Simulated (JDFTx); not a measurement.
Mg:

```xyz
4
Lattice="3.1768 0.0000 0.0000 -1.5884 2.7512 0.0000 0.0000 0.0000 10.3189" Properties=species:S:1:pos:R:3 pbc="T T T"
Mg    1.5884    0.9171    7.7391
Mg    0.0000    0.0000    5.1594
Mg    0.0000    1.8341    2.5797
Mg    0.0000    0.0000    0.0000
```

```yaml
Program: JDFTx 1.7.0 (patched build)
Task: relaxation of cell and atoms
Functional: RPBE
Potentials_or_basis: PseudoDojo-SR-PBE-0.5-standard with smoothed tails
Cutoff: 1143 eV
Density_cutoff: 9143 eV
k_mesh: 6 × 6 × 2
Occupations: fermi-dirac, width 0.05 eV
Spin: no spin polarisation
```

At the start: pressure 1.9 GPa; volume 22.55 Å³/atom.

Question: How do energy, volume and symmetry change on relaxing?

Answer: Over 6 steps the energy falls by 7.2 meV/atom and the volume is 23.67 Å³/atom (+5.0 %); space group P6_3/mmc (No. 194, to 0.05 Å).

Step by step:
```
step  energy change (eV)  largest force (eV/Å)  pressure (GPa)  volume (Å³)
   1              0.0000                0.0000            1.95        90.19
   2             -0.0056                0.0000            1.73        90.64
   3             -0.0286                0.0000            0.05        94.56
   4             -0.0288                0.0000            0.00        94.69
   5             -0.0288                0.0000            0.00        94.69
   6             -0.0288                0.0000            0.00        94.69
```

Final structure:
```cif
data_structure
_symmetry_space_group_name_H-M 'P 1'
_symmetry_Int_Tables_number 1
_cell_length_a 3.2165
_cell_length_b 3.2165
_cell_length_c 10.5687
_cell_angle_alpha 90.000
_cell_angle_beta 90.000
_cell_angle_gamma 120.000
_cell_volume 94.69
loop_
_atom_site_label
_atom_site_type_symbol
_atom_site_fract_x
_atom_site_fract_y
_atom_site_fract_z
_atom_site_occupancy
Mg1 Mg 0.66667 0.33333 0.75000 1
Mg2 Mg 0.00000 0.00000 0.50000 1
Mg3 Mg 0.33333 0.66667 0.25000 1
Mg4 Mg 0.00000 0.00000 0.00000 1
```

Caveat: the k mesh is coarse (spacing up to 0.38 Å⁻¹), so the values aren't converged; the potentials were made for another functional, which shifts forces and pressure.
